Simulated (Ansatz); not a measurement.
Input and command of a plane-wave DFT calculation in Ansatz:

```yaml
crystal:
  lattice:
    - [0.0, 2.1839935596, 2.1839935596]
    - [2.1839935596, 0.0, 2.1839935596]
    - [2.1839935596, 2.1839935596, 0.0]
  atoms:
    - { symbol: Al, position: [0.0178274132, 0.0178274132, -0.0178274132] }
    - { symbol: "N", position: [0.7156592394, 0.7156592394, 0.7843407606] }
basis:
  ecutwfc: 500
kpoints:
  mp_grid: { grid: [10, 10, 10] }
hamiltonian:
  xc: r2scan
scf:
  occupations: { method: gaussian, width: 0.05 }
output:
  forces: true
  stress: true
  eigenvalues: true
  write_density: true
  write_potential: true
  elf: true
  volumetric_format: npy
```

```bash
ansatz run input.yaml --threads 2 --pin off --max-ram 5120MiB --backend cpu --events-out ev --progress --plain --runs-dir out
```

Processor: Intel(R) Xeon(R) Processor @ 2.50GHz (Skylake/Cascade Lake), 2 threads, on a host shared with other jobs.

Task: Estimate time, memory and problem size.

Result: About 8.2 s on 2 threads of Intel(R) Xeon(R) Processor @ 2.50GHz (Skylake/Cascade Lake), with other jobs on the host, peak memory 0.42 GiB. It solves 8 bands at 171 k points (the mesh reduced by the symmetry that the task leaves, which can be less than the crystal's) with about 531 plane waves, in 6 SCF iterations.
